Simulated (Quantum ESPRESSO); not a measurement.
Crystal: TePb.

```
Pb Te
1.0
     0.00000    3.23100    3.23100
     3.23100    0.00000    3.23100
     3.23100    3.23100    0.00000
Pb Te
1 1
Cartesian
  0.0000 0.0000 0.0000
  3.2310 3.2310 3.2310
```

Base run:

```yaml
Program: Quantum ESPRESSO 7.5
Functional: WC
Potentials_or_basis: PseudoDojo 0.4.1 SR PBE standard
Cutoff: 1088 eV
Density_cutoff: 4354 eV
k_mesh: 4 × 4 × 4, shifted
Occupations: fermi-dirac, width 0.05 eV
Spin: no spin polarisation
```

Its results: pressure -0.3 GPa; electronic dielectric tensor (diagonal) 28.11.

Q: The run is repeated on the same cell with these changes: functional from WC to PBE. What comes out?

A: Pressure 2.2 GPa; electronic dielectric tensor (diagonal) 26.58.

PBE binds less tightly than WC, so the same cell stands under more pressure.

Caveats: the potentials were made for another functional, which shifts forces and pressure (some runs).
